Pull the atoms of a metal apart and each should come to resemble a free atom. A description built from atomic orbitals should then improve, and whatever charge it misses should shrink. In body-centred cubic titanium the missed charge grows instead, from about 0.14 to 0.19 electrons per atom as the cell expands.

Body-centred cubic titanium, calculated with Ansatz 0.2.0: r2SCAN, scalar-relativistic, without spin polarisation, PAW and plane waves to 500 eV, 18×18×18 k mesh, Gaussian smearing of 0.1 eV. The last column is the 12 electrons treated per atom minus the summed Loewdin populations of the 3s, 3p, 4s and 3d shells.

| volume (Å³/atom) | shortest distance (Å) | electrons outside these shells (e) |
| --- | --- | --- |
| 16.784 | 2.794 | 0.140 |
| 17.192 | 2.816 | 0.150 |
| 17.251 | 2.819 | 0.150 |
| 17.604 | 2.838 | 0.150 |
| 17.676 | 2.842 | 0.160 |
| 19.667 | 2.945 | 0.190 |

**What happens**

The calculation treats 12 electrons per atom: the closed 3s and 3p shells, and four valence electrons. Their charge is projected onto 3s, 3p, 4s and 3d orbitals, which gives one count per shell, the Loewdin populations. The last column is what remains of the 12 after these counts are added up. If the compact inner shells are fully covered, the loss falls on the valence electrons, about one in 25.

It is tempting to read such a remainder as charge that titanium has given away. There is nowhere for it to go, because the cell is neutral and holds a single atom. The electrons are all present in the calculated density, and only the counting has lost them. A Bader charge, which divides space instead of orbitals, can't help here: with one atom in the cell it is zero by construction.

The flat stretch of the column and its step near 17.6 Å³ are a smaller trap. The unrounded shell counts of the same runs give a remainder that rises smoothly, by about 0.015 electrons per Å³. A slope taken from the printed values between 17.604 and 17.676 Å³ would be 0.14 electrons per Å³, ten times the 0.014 that the unrounded sums give there. Two cells that close differ by less than the last printed digit can show.

**The shell that gives the fault away**

The 3s shell offers a check on the method. It lies far below the valence bands, and no ordinary bonding of titanium opens it, so it should hold two electrons at every volume. The projection finds 0.08 electrons too few in the tightest cell and 0.06 too few in the widest. This shortfall shrinks on expansion, just as the naive argument demands, while the total remainder grows.

Opposite trends point to two separate faults. One concerns how charge is shared among the orbitals in the set, the other what the set as a whole can describe.

**First fault: charge booked in the wrong shell**

A valence orbital has a long tail that reaches into the core region of the neighbouring atom, where it overlaps with the 3s orbital. Simply adding up the projections onto overlapping orbitals could count some charge twice. Loewdin's method removes the overlap even-handedly, turning each orbital slightly towards the other. A full 3s shell then appears slightly less than full, and the difference turns up in a valence shell.

For one pair of orbitals with overlap $s$, an electron that truly sits in 3s is counted there with weight

$$\frac{1+\sqrt{1-s^2}}{2}\approx 1-\frac{s^2}{4},$$

and the other orbital receives the rest. Valence electrons pay some of this back, because a small part of each is counted in 3s. If the valence orbital were full too, the exchange would cancel and both shells would count as full. In titanium the valence orbitals are only partly filled, so a shortfall remains. At a given filling it follows the square of the overlap. The tail of a bound electron falls off roughly as $e^{-\kappa d}$ with distance $d$, so the shortfall should fall as $e^{-2\kappa d}$. The decay constant is $\kappa=\sqrt{E/\mathrm{Ry}}/a_0$, where $E$ is the binding energy of the valence electron, Ry is 13.6 eV and $a_0$ is 0.529 Å.

Take $E\approx 4.5$ eV, a rough recalled value for the 4s level of the atom in this kind of theory. Then $2\kappa$ is about 2.2 per Å. From the tightest to the widest cell the shortest distance grows by $2.945-2.794=0.151$ Å, so the shortfall should drop to $e^{-0.33}\approx 0.72$ of its first value. Starting from 0.082 electrons, this gives 0.059; the projection gives 0.058.

The widest cell played no part in setting the starting value, but the close match should not be over-read. With the atom's ionisation energy, roughly 6.8 eV, the same formula gives 0.055. The model also leaves out more distant neighbours, the exact shape of the tail and any change in the filling of the valence orbitals. Simple dilution with volume would give 0.070, clearly too much, so the numbers favour a decay of the speed expected for orbital tails without proving the mechanism.

**Second fault: charge that no listed shell can hold**

Wrong booking can't explain the remainder. Turning orbitals towards one another moves charge between shells but leaves their sum unchanged, as the two weights above show by adding up to one. The sum depends only on which electron waves the whole set can build. The remainder therefore measures what 3s, 3p, 4s and 3d orbitals together fail to describe.

The set has no 4p shell. In a metal such as titanium the broad valence states have some p character, and part of their charge lies between the atoms, where s and d orbitals are expected to follow it only in part. This is a likely home of the remainder. The 3d and 4s states of the metal can also differ in shape from the atomic orbitals used to count them, which would add to it. The projection does not separate these parts, so their shares stay unknown.

Why should this part grow on expansion? If the set missed a fixed density of charge, the remainder would grow in proportion to the volume. That accounts for 0.024 of the 0.044 electrons gained between the first and last cells, a little over half. The missed density itself must therefore rise.

A well-known shift of electrons in early transition metals acts in that direction. Compression raises the energy of the spread-out s and p states more than that of the compact d states, and electrons move into d. Expansion returns them to s and p, and thus partly to the character that the set lacks. The shell counts agree with this picture: 3d loses charge and 4s gains some.

The orbitals themselves may add to the effect. In a tight cell the tails of neighbouring 4s orbitals overlap strongly, and together they can follow smooth charge between the atoms. In a somewhat wider cell they are expected to do this less well. The table can't separate the two causes. A projection that includes a 4p shell would show how much of the rise that shell can take up.

The naive expectation must still win in the end. For well-separated atoms, orbitals taken from the free atom describe the charge almost fully, and the remainder has to become very small. The straight line that describes all six cells is therefore a local summary, held largely by the one widely stretched cell, and can't be carried to larger volumes. Like the others, that cell was calculated without spin, so any magnetism that the stretching might bring is untested.

**How far the shell counts can be trusted**

The useful question is whether the apparent move from 3d to 4s survives these faults. Taken at face value, 3d loses 0.12 electrons over the whole range and 4s gains 0.05. Over the same range the closed 3s and 3p shells seem to gain 0.03 electrons, though they should not change at all. That false gain is more than half the size of the 4s signal.

Two extreme corrections show what is at stake. Suppose the closed shells are really full and all their missing charge has been booked in 4s: the true 4s gain is then 0.08 electrons. Suppose instead that it has all been booked in 3d: the true 3d loss is then 0.09. In both cases the direction stands, while the size of the 4s gain is uncertain by more than half of its face value. These corrections cover only charge misbooked between inner and valence shells. The 4s and 3d orbitals of neighbouring atoms overlap too, and a closed shell can't reveal what is misbooked between them. Nor do the corrections assign the uncounted charge, whose growth of 0.044 electrons is almost as large as the 4s gain. Even if all of that growth were 3d charge, 3d would still lose electrons, though fewer.

**What to do about it**

Look first at a shell whose occupation is known. If a closed inner shell is not counted as full, its error, and above all its change along the series, shows how finely the valence counts may be read at best. Here that means a few hundredths of an electron. A valence change of that size needs support from elsewhere before it is given a chemical meaning.

Then treat the remainder as a property of the orbital set and not as a charge on the atom. If it drifts along a series, the set may lack a kind of state whose weight is changing, or its fixed orbitals may fit the charge better in some cells than in others. A projection with the absent shell added is the first test. For slopes between neighbouring volumes, use the unrounded populations. The analysis below starts from them and prints the remainder they leave, with the tail estimate, the dilution estimate and the straight line fitted to all six cells.

The analysis program printed:

```
Unrounded remainder and 3s shortfall (e):
     row  remainder  remainder_if_prop_to_V  3s_shortfall  tail_4.5eV  tail_6.8eV  dilution_1/V
  16.784     0.1421                  0.1421        0.0823      0.0823      0.0823        0.0823
  17.192     0.1482                  0.1456        0.0783     0.07846      0.0776       0.08035
  17.251     0.1491                  0.1461        0.0777     0.07795     0.07698       0.08007
  17.604     0.1545                   0.149        0.0745     0.07479     0.07317       0.07847
  17.676     0.1555                  0.1497        0.0738     0.07415     0.07239       0.07815
  19.667     0.1861                  0.1665        0.0584     0.05927     0.05498       0.07024
fit of rest on 6 rows: constant -0.1146 +/- 0.00069, coefficient of vol 0.01529 +/- 3.9e-05; rms 7.19e-05, worst 16.784 -0.000121, leave-one-out rms 0.000244
Rise of remainder, first to last row (e): 0.044
Rise if remainder were proportional to volume (e): 0.02441
Remainder as share of four valence electrons, first row (%): 3.553
Remainder as share of four valence electrons, last row (%): 4.652
Loss of 3d, first to last row (e): 0.1202
Gain of 4s, first to last row (e): 0.0475
Shortfall of 3s and 3p together, first row (e): 0.0952
Shortfall of 3s and 3p together, last row (e): 0.0665
Apparent gain of 3s and 3p together (e): 0.0287
Gain of 4s if it holds all the semicore shortfall (e): 0.0762
Loss of 3d if it holds all the semicore shortfall (e): 0.0915
Slope from rounded column, fourth to fifth row (e/A^3): 0.1389
Slope from unrounded sums, fourth to fifth row (e/A^3): 0.01389
```
